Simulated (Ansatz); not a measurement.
Runs of Ansatz 0.2.0 on Ag. The structure is hexagonal, space group P6_3/mmc (No. 194). Conventional cell: a = 2.886 Å, b = 2.886 Å, c = 10.000 Å, α = 90.00°, β = 90.00°, γ = 120.00°. Ag (site symmetry -3m) is surrounded by 12 Ag at 2.89 to 3.00 Å. Around Ag (site symmetry -6m2) lie 12 Ag at 2.89 to 3.00 Å. This isn't the form of Ag at room conditions, which is fcc.

| level | gap on the mesh (eV) | pressure (GPa) | relaxed volume (Å³/atom) |
| --- | --- | --- | --- |
| PBEsol+D3(BJ)-ATM | none | 0.0 | (a) |
| PBEsol+D3(BJ) | none | 0.0 | 15.93 |
| PBEsol | none | 0.0 | 16.66 |
| PBEsol+D4 | none | 0.0 | 16.25 |

Alike in all rows: task relaxation of cell and atoms; potentials or basis Ansatz PAW; no spin polarisation; cell relaxed; k mesh 11 × 11 × 3; cutoff (eV) 420; smearing fermi-dirac 0.05 eV.

**Question.** Fill in the values left out.

**Answer.** (a) 16.10.

Caveats: the plane-wave basis is chosen anew once the cell has moved, so the energies of steps on either side of that aren't comparable; the PAW data sets come from PBE, with cores solved anew for the run's functional, which leaves a small shift of forces and pressure; pairwise dispersion overbinds metals, which lowers pressure and volume (some runs).

A k mesh can miss the band edges, and the runs leave out spin-orbit coupling on Ag.

A gap of «none» marks a metal or a gap under the smearing width.
